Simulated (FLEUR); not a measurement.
Ta in FLEUR: convergence with fermiSmearingEnergy

Crystal: Ta.

```
CELL_PARAMETERS angstrom
-1.65128 1.65128 1.65128
1.65128 -1.65128 1.65128
1.65128 1.65128 -1.65128
ATOMIC_POSITIONS crystal
Ta 0.00000 0.00000 0.00000
```

| Quantity | Value |
| --- | --- |
| Program | FLEUR MaX-R8.1 (later development tree) |
| Task | convergence study |
| Functional | PBEsol |
| Potentials or basis | all-electron |
| Basis | FLAPW |
| Kmax | 3.8 1/bohr |
| k mesh | 9 × 9 × 9 |
| Occupations | fermi-dirac, width 0.4 eV |
| Spin | no spin polarisation |

These are the settings of the first run; the series varies fermiSmearingEnergy, with any setting tied to it.

Hardware: 1 thread of Arm Neoverse V1, with other jobs on the host.

Q: The values tried are 0.4 eV, 0.3 eV, 0.2 eV, 0.1 eV, 0.05 eV, 0.025 eV, 0.01 eV, loosest first. From which on does the energy stay within 1 meV/atom of the tightest run that finished?

A: From 0.025 eV on.

| fermiSmearingEnergy | energy less the tightest run, at zero smearing (meV/atom) | SCF cycles | CPU time (s) | peak memory (GiB) |
| --- | --- | --- | --- | --- |
| 0.4 eV | -47.87 | 14 | 14 | 0.06 |
| 0.3 eV | -31.50 | 14 | 14 | 0.06 |
| 0.2 eV | -18.55 | 14 | 14 | 0.06 |
| 0.1 eV | -7.68 | 14 | 14 | 0.06 |
| 0.05 eV | -2.52 | 14 | 14 | 0.06 |
| 0.025 eV | -0.62 | 14 | 14 | 0.06 |
| 0.01 eV | 0.00 | 15 | 14 | 0.06 |

Narrower smearing needs a denser k mesh, so at a fixed mesh the narrowest width isn't the most accurate. The tightest run that finished is the yardstick and may itself not be fully converged.

The run has no spin-orbit coupling, so splittings on Ta are missing.
